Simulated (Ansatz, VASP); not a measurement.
# GaSb in VASP and in Ansatz

INCAR

```
SYSTEM = GaSb
PREC = Accurate
ENCUT = 520
EDIFF = 1E-6
ISMEAR = 0
SIGMA = 0.15
LREAL = .False.
LASPH = .True.
NELM = 80
ALGO = Normal
ISIF = 2
LWAVE = .False.
LCHARG = .False.
NBANDS = 16
```

Contents of KPOINTS:

```
Automatic mesh
0
Gamma
  14 14 14
  0 0 0
```

The input POSCAR:

```
GaSb
1.0
    0.0000000000      3.0590000000      3.0590000000
    3.0590000000      0.0000000000      3.0590000000
    3.0590000000      3.0590000000      0.0000000000
Ga Sb
1 1
Direct
    0.0000000000      0.0000000000      0.0000000000
    0.7500000000      0.7500000000      0.7500000000
```

Input for Ansatz:

```yaml
crystal:
  lattice:
    - [0.0, 3.059, 3.059]
    - [3.059, 0.0, 3.059]
    - [3.059, 3.059, 0.0]
  atoms:
    - { symbol: Ga, position: [0.0, 0.0, 0.0] }
    - { symbol: Sb, position: [0.75, 0.75, 0.75] }
basis:
  ecutwfc: 420
kpoints:
  mp_grid: { grid: [14, 14, 14] }
hamiltonian:
  xc: lda
scf:
  occupations: { method: gaussian, width: 0.15 }
output:
  forces: true
  stress: true
  eigenvalues: true
```

Alike in both runs: task single point; functional LDA; k mesh 14 × 14 × 14; occupations gaussian, width 0.15 eV; no spin polarisation.

|  | VASP | Ansatz |
| --- | --- | --- |
| version | VASP 6.6.1 | Ansatz 0.2.0 |
| potentials or method | VASP PAW LDA potentials, release 64 (Ga_d, Sb) | scalar-relativistic, plane waves, PAW |
| plane-wave cutoff (eV) | 520 | 420 |
| valence electrons in the cell | 18 | 28 |

Ansatz gave:

| Item | Value |
| --- | --- |
| gap on the k mesh at the Fermi level (eV) | none |
| pressure (GPa) | -1.7 |

Question: Which values does VASP return?

Answer: gap on the k mesh at the Fermi level (eV): none; pressure (GPa): -1.6.

A gap of «none» marks a metal or a gap that the smearing closes. The two sets of potentials don't hold the same shells in valence.

Caveats: this crystal is a semiconductor, whose small gap the functional closes, so the metal is an error of the method. Spin-orbit coupling is left out, which matters for the levels of Sb.
